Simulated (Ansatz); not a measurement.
(001) slab cut from the bulk of VO$_{2}$, Pnnm (No. 58); the slab's formula is VO2:

```yaml
crystal:
  lattice:
    - [2.83833, 0.00000, 0.00000]
    - [0.00000, 4.58238, 0.00000]
    - [0.00000, 0.00000, 28.29445]
  atoms:
    - { symbol: O, position: [0.50000, 0.20026, 0.26507] }
    - { symbol: V, position: [0.00000, 0.00010, 0.29745] }
    - { symbol: O, position: [0.50000, 0.79994, 0.32983] }
    - { symbol: O, position: [0.00000, 0.29994, 0.34609] }
    - { symbol: V, position: [0.50000, 0.50015, 0.37847] }
    - { symbol: O, position: [0.00000, 0.70036, 0.41085] }
    - { symbol: O, position: [0.50000, 0.20035, 0.42711] }
    - { symbol: V, position: [0.00000, 0.00020, 0.45949] }
    - { symbol: O, position: [0.50000, 0.80004, 0.49187] }
    - { symbol: O, position: [0.00000, 0.30003, 0.50813] }
    - { symbol: V, position: [0.50000, 0.50025, 0.54051] }
    - { symbol: O, position: [0.00000, 0.70046, 0.57289] }
    - { symbol: O, position: [0.50000, 0.20045, 0.58915] }
    - { symbol: V, position: [0.00000, 0.00030, 0.62153] }
    - { symbol: O, position: [0.50000, 0.80014, 0.65391] }
    - { symbol: O, position: [0.00000, 0.30013, 0.67017] }
    - { symbol: V, position: [0.50000, 0.50034, 0.70255] }
    - { symbol: O, position: [0.00000, 0.70056, 0.73493] }
```

Theory: Ansatz, DFT PBE, scalar-relativistic, plane waves, PAW. Plane waves to 420 eV, a k mesh through Γ of 12×8×1 on the computed 18-atom cell and Gaussian smearing (0.10 eV); collinear spin. A dipole correction removes the field between periodic images along c.

Q: What forces act on the atoms?

A:
```
atom Fx (eV/Å) Fy (eV/Å) Fz (eV/Å)
  O1      0.000     -2.630      1.138
  V2      0.000      3.963     -0.136
  O3      0.000     -0.579     -0.744
  O4      0.000     -0.497     -0.412
  V5      0.000     -0.324      0.222
  O6      0.000      0.036     -0.067
  O7      0.000      0.018     -0.018
  V8      0.000      0.061      0.014
  O9      0.000     -0.046      0.036
 O10      0.000     -0.045     -0.036
 V11      0.000      0.061     -0.014
 O12      0.000      0.016      0.017
 O13      0.000      0.038      0.067
 V14      0.000     -0.324     -0.222
 O15      0.000     -0.499      0.413
 O16      0.000     -0.578      0.745
 V17      0.000      3.961      0.136
 O18      0.000     -2.632     -1.139
```

Moments started parallel, and an antiferromagnetic order may lie lower.

The reference crystal is a form of VO2, which isn't its usual structure.

Cost: 1 run of about 7.7 core-minutes, on Intel Xeon Platinum 8488C (Sapphire Rapids) (shared hosts).